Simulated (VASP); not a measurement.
A run of VASP 6.6.1:

INCAR

```
  PREC = Accurate
  ENCUT = 600
  EDIFF = 1E-6
  ISMEAR = -1
  SIGMA = 0.05
  LREAL = False
  LASPH = True
  NELM = 60
  ALGO = Normal
  ISIF = 3
  LWAVE = False
  LCHARG = False
  GGA = PE
  IVDW = 2
  IBRION = 2
  NSW = 40
  EDIFFG = -0.02
```

File KPOINTS:

```
regular mesh
0
Gamma
  10 10 5
```

File POSCAR:

```
TaN
1.0
    2.9217699809      0.0000000000      0.0000000000
   -1.4608849905      2.5303270275      0.0000000000
    0.0000000000      0.0000000000      5.9165150000
Ta N
2 2
Direct
    0.0000000000      0.0000000000      0.5000000000
    0.0000000000      0.0000000000      0.0000000000
    0.3333333333      0.6666666667      0.2500000000
    0.6666666667      0.3333333333      0.7500000000
```

Potentials or basis: VASP PAW PBE potentials, release 64 (Ta_pv, N).

Command:

```sh
$ cat potpaw_PBE.64/Ta_pv/POTCAR potpaw_PBE.64/N/POTCAR > POTCAR
$ mpirun -np 1 vasp_std > vasp.out
```

Hardware: 1 thread of Intel(R) Xeon(R) 6975P-C (Granite Rapids) (shared host).

Estimate the wall time of this run.

Wall time 68 s on 1 thread of Intel(R) Xeon(R) 6975P-C (Granite Rapids), on a shared host, peak memory 0.2 GiB. Counts: scf iterations 53, k points 42, ion steps 7.
